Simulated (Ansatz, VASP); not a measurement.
# C in VASP and in Ansatz

```
C
1.0
     2.65771    0.00000    0.00000
     0.00000    2.65771    0.00000
     0.00000    0.00000    2.65771
C
3
Direct
  0.00000 0.50000 0.50000
  0.50000 0.00000 0.50000
  0.50000 0.50000 0.00000
```

Alike in both runs: task relaxation of cell and atoms; functional PBE; k mesh 18 × 18 × 18; occupations gaussian, width 0.1 eV; no spin polarisation.

|  | VASP | Ansatz |
| --- | --- | --- |
| version | VASP 6.6.1 | Ansatz 0.2.0 |
| potentials or method | VASP PAW PBE potentials, release 64 (C) | scalar-relativistic, plane waves, PAW |
| plane-wave cutoff (eV) | 600 | 420 |
| valence electrons in the cell | 12 | 12 |

```csv
,VASP,Ansatz,Ansatz less VASP
"gap on the k mesh at the Fermi level, each at its own relaxed structure (eV)",none,none,-
relaxed volume (Å³/atom),5.97,5.99,+0.019
relaxed cell length with the largest relative difference (Å),2.617,2.620,+0.0028
energy change over the relaxation (meV/atom),-6,-5,+0.9
```

A gap of «none» marks a metal or a gap that the smearing closes.
